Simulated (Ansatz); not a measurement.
A 2-atom cell of KF started from a crystallographic database was relaxed with 5 functionals in the PAW code Ansatz, cell and atoms free, the symmetry of the start kept (meshes: PBE 8×8×8, r2SCAN 8×8×8, PBEsol 8×8×8, LDA 8×8×8, HSE06 6×6×6). The values are computed, spin-unpolarised, and not measurements.

The PBEsol result:
Space group Fm-3m (No. 225). a = 5.307 Å, b = 5.307 Å, c = 5.307 Å, α = 90.00°, β = 90.00°, γ = 90.00°

| atom | site | symmetry | x | y | z |
| --- | --- | --- | --- | --- | --- |
| K | 4a | m-3m | 0.0000 | 0.0000 | 0.0000 |
| F | 4b | m-3m | 0.5000 | 0.0000 | 0.0000 |

The symmetry is Fm-3m (No. 225, cubic); a = 5.307 Å in the conventional setting, 18.68 Å³ an atom. K is surrounded by 6 F at 2.65 Å; F is surrounded by 6 K at 2.65 Å.

Q: What lattice does LDA give?

A: a = 5.162 Å; the volume differs by -8.0 % from PBEsol's. Around K lie 6 F at 2.58 Å; around F lie 6 K at 2.58 Å.

Q: How does the cell change with r2SCAN?

A: a = 5.318 Å; the volume differs by +0.6 % from PBEsol's. Around K lie 6 F at 2.66 Å; around F lie 6 K at 2.66 Å.

Q: Held at the r2SCAN cell, what mean stress do LDA and PBE find, and does its sign point to their own minimum?

A: Yes. LDA -3.12 GPa, and its relaxed volume is -8.5 % from r2SCAN's; PBE +1.91 GPa, and its relaxed volume is +5.8 % from r2SCAN's. Compression counts positive, so a positive stress asks for a larger cell.
